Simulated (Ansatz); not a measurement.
# TlGa: one candidate of a structure search

The task: take a trial cell of TlGa to zero force and stress.

Method: DFT PBE, scalar-relativistic, plane waves, PAW, in Ansatz 0.2.0.

2 further runs of the same task are left out: 1 that didn't finish, 1 set aside as unsound or not needed.

**1. Starting point**

The structure is cubic, space group Fm-3m (No. 225). Conventional cell: a = 6.050 Å, b = 6.050 Å, c = 6.050 Å, α = 90.00°, β = 90.00°, γ = 90.00°. Tl (site symmetry m-3m) has 6 Ga at 3.02 Å as nearest neighbours. Around Ga (site symmetry m-3m) lie 6 Tl at 3.02 Å.

Coordinates:

```
Tl Ga
1.0
     0.00000    3.02488    3.02488
     3.02488    0.00000    3.02488
     3.02488    3.02488    0.00000
Tl Ga
1 1
Cartesian
  0.0000 0.0000 0.0000
  3.0249 3.0249 3.0249
```

The cell is invented: species swapped into a database cell of CaTe (Fm-3m, No. 225), with Tl on the Ca sites and Ga on the Te sites. Lengths come from tabulated atomic sizes and are only a guess.

**2. A first look at the guess**

input.yaml

```yaml
crystal:
  lattice:
    - [0.0, 3.02488488, 3.02488488]
    - [3.02488488, 0.0, 3.02488488]
    - [3.02488488, 3.02488488, 0.0]
  atoms:
    - { symbol: Tl, position: [0.0, 0.0, 0.0] }
    - { symbol: Ga, position: [0.5, 0.5, 0.5] }
basis:
  ecutwfc: 420
kpoints:
  mp_grid: { grid: [6, 6, 6] }
hamiltonian:
  xc: pbe
scf:
  occupations: { method: gaussian, width: 0.1 }
  lower_state_search: "off"
output:
  forces: true
  stress: true
  eigenvalues: true
```

Started as:

```sh
> ansatz run input.yaml --threads 1 --pin off --max-ram 2048MiB --backend cpu --events-out ev --progress --plain --runs-dir out
```

Further runs follow: final relaxation.

**Question.** What will these runs give? Wanted: conventional cell; volume; energy over the elements; gap on the mesh.

**Answer**, as computed:

```
                              quantity                                                                      value
symmetry at the end (tolerance 0.05 Å)                                                space group Fm-3m (No. 225)
                     conventional cell  a = 5.994 Å, b = 5.994 Å, c = 5.994 Å, α = 90.00°, β = 90.00°, γ = 90.00°
                                volume                                                              26.92 Å³/atom
              energy over the elements                                                              +0.20 eV/atom
                       gap on the mesh                                                               none (metal)
```

**Reading.** The space group Fm-3m (No. 225) is kept, and the volume per atom shrinks by 2.7 % from the first guess. With a positive formation energy it can't be a ground state. No finished test with a distortion of lower symmetry is shown, so the end may be a saddle point. Spin-orbit coupling is left out for Tl.
